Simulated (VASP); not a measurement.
# PtS₂: band gap, by RSMBJ

PtS₂, sheet, 3 atoms in the cell. LMBJ; PAW potentials S, Pt (PBE set).

| RSMBJ | Gap on the mesh (eV) | Time (s) |
|---|---|---|
| 4.0 | 2.38 | 245 |
| 5.0 | 2.40 | 273 |
| 7.0 | 2.42 | 290 |
| 10.0 | 2.44 | 286 |

Limits: Spin-orbit coupling is left out, and with elements this heavy it changes the gap.

## Input of the first row

INCAR.step1:
```
PREC = Accurate
ENCUT = 520
EDIFF = 1E-5
ISMEAR = 0
SIGMA = 0.02
LREAL = False
LASPH = True
GGA_COMPAT = False
ALGO = Normal
NELM = 150
ISIF = 2
LWAVE = True
LCHARG = False
GGA = PE
NBANDS = 18
KPAR = 4
```

INCAR.step2:
```
PREC = Accurate
ENCUT = 520
EDIFF = 1E-6
ISMEAR = 0
SIGMA = 0.02
LREAL = False
LASPH = True
GGA_COMPAT = False
ALGO = Normal
NELM = 300
ISIF = 0
LWAVE = False
LCHARG = False
ISTART = 1
METAGGA = LMBJ
RSMBJ = 4.0
NBANDS = 18
LMIXTAU = True
KPAR = 4
```

KPOINTS:
```
k-points
0
Gamma
  7 7 1
```

KPOINTS_OPT:
```
path GMKGALHA,LM,KH
10
line-mode
reciprocal
 0.0000000000  0.0000000000  0.0000000000  G
 0.5000000000  0.0000000000  0.0000000000  M

 0.5000000000  0.0000000000  0.0000000000  M
 0.3333333333 -0.3333333333  0.0000000000  K

 0.3333333333 -0.3333333333  0.0000000000  K
 0.0000000000  0.0000000000  0.0000000000  G

 0.0000000000  0.0000000000  0.0000000000  G
 0.0000000000  0.0000000000 -0.5000000000  A

 0.0000000000  0.0000000000 -0.5000000000  A
 0.5000000000  0.0000000000 -0.5000000000  L

 0.5000000000  0.0000000000 -0.5000000000  L
 0.3333333333 -0.3333333333 -0.5000000000  H

 0.3333333333 -0.3333333333 -0.5000000000  H
 0.0000000000  0.0000000000 -0.5000000000  A

 0.5000000000  0.0000000000 -0.5000000000  L
 0.5000000000  0.0000000000  0.0000000000  M

 0.3333333333 -0.3333333333  0.0000000000  K
 0.3333333333 -0.3333333333 -0.5000000000  H
```

POSCAR:
```
PtS2
1.0
    3.5432000000      0.0000000000      0.0000000000
    1.7716000000      3.0685012107      0.0000000000
    0.0000000000      0.0000000000     18.2876152000
S Pt
2 1
Direct
    0.0000000000      0.0000000000      0.4374545239
    0.6666666666      0.6666666666      0.5625454761
    0.3333333333      0.3333333333      0.5000000000
```

Commands (each step's output is kept before the next begins):
```
cat potpaw_PBE.64/S/POTCAR potpaw_PBE.64/Pt/POTCAR > POTCAR
cp INCAR.step1 INCAR
mpirun -np 4 vasp_std > vasp.out
cp INCAR.step2 INCAR
mpirun -np 4 vasp_std > vasp.out
```

Changes of the last row against the first:
```
(step 2)
- RSMBJ = 4.0
+ RSMBJ = 10.0
```

VASP 6.6.1 took 245 s on 4 cores (Intel Xeon Platinum 8259CL @ 2.50GHz (Skylake/Cascade Lake)), a shared host.
